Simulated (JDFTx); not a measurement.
# Y under changes of volume

One of the cells (33.012 Å³/atom); the others are scaled copies at fixed shape and fractional positions:

```xyz
2
Lattice="3.6474 0.0000 0.0000 -1.8237 3.1587 0.0000 0.0000 0.0000 5.7306" Properties=species:S:1:pos:R:3 pbc="T T T"
Y     1.8237    1.0529    4.2980
Y     0.0000    2.1058    1.4326
```

| Quantity | Value |
| --- | --- |
| Program | JDFTx 1.7.0 (patched build) |
| Functional | r2SCAN |
| Potentials or basis | SG15-PBE-1.2 with smoothed tails |
| Cutoff | 1088 eV |
| Density cutoff | 8708 eV |
| k mesh | 5 × 5 × 3 |
| Occupations | fermi-dirac, width 0.05 eV |
| Spin | no spin polarisation |

```tsv
volume (Å³/atom)	energy over the lowest point (meV/atom)	pressure (GPa)
31.031	?	?
31.691	16.39	2.7
32.351	7.22	1.8
33.012	1.85	0.9
33.672	0.00	0.1
34.332	1.34	-0.7
34.992	5.73	-1.4
```

What does the run at 31.031 Å³/atom give?

Energy over the lowest point 29.62 meV/atom; pressure 3.7 GPa.

Worked out: A Birch-Murnaghan fit of order 3 (a polynomial in V^(-2/3)) to the other rows has its minimum at 33.71 Å³/atom with B0 = V·E''(V) = 40 GPa and B' = 3.0 at fixed shape and positions, which overstates the stiffness. It gives 29.64 meV/atom at 31.031 Å³/atom, against the run's 29.62, and -dE/dV = 3.7 GPa, against 3.7.

Energies are extrapolated to zero smearing.

Caveats: all runs use coarse meshes; the potentials were made for another functional, which shifts forces and pressure.
